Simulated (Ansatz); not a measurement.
# GaN: the cost of one run

Method: DFT PBEsol, scalar-relativistic, plane waves, PAW, in Ansatz 0.2.0.

That is the level of the relaxation; later steps name their own.

1 further run of the same task is left out (set aside as unsound or not needed).

**1. The structure to begin with**

It takes space group F-43m (No. 216, cubic). Conventional cell: a = 4.498 Å, b = 4.498 Å, c = 4.498 Å, α = 90.00°, β = 90.00°, γ = 90.00°. Ga (site symmetry -43m) is surrounded by 4 N at 1.95 Å. Around N (site symmetry -43m) lie 4 Ga at 1.95 Å.

Coordinates:

```
Ga N
1.0
     0.00000    2.24912    2.24912
     2.24912    0.00000    2.24912
     2.24912    2.24912    0.00000
Ga N
1 1
Direct
  0.00000 0.00000 0.00000
  0.25000 0.25000 0.25000
```

This cell was relaxed beforehand with the same method: volume 11.38 Å³/atom, gap on the mesh 1.70 eV.

**2. Band edges over the whole zone**

input.yaml

```yaml
crystal:
  lattice:
    - [0.0, 2.2491150714, 2.2491150714]
    - [2.2491150714, 0.0, 2.2491150714]
    - [2.2491150714, 2.2491150714, 0.0]
  atoms:
    - { symbol: Ga, position: [0.0, 0.0, 0.0] }
    - { symbol: "N", position: [0.25, 0.25, 0.25] }
basis:
  ecutwfc: 420
kpoints:
  mp_grid: { grid: [10, 10, 10] }
  band_path: { path: [VBM, CBM], npoints: 2 }
hamiltonian:
  xc: pbesol
scf:
  occupations: { method: gaussian, width: 0.02 }
output:
  forces: true
  stress: true
  eigenvalues: true
```

The run is started by

```
$ ansatz run input.yaml --threads 2 --pin off --max-ram 5120MiB --backend cpu --events-out ev --progress --plain --runs-dir out
```

**Question.** How long does this run take on 2 threads of Arm Neoverse V1, shared host, and how much memory does it need?

About 1.9 s, with a peak of 0.28 GiB.
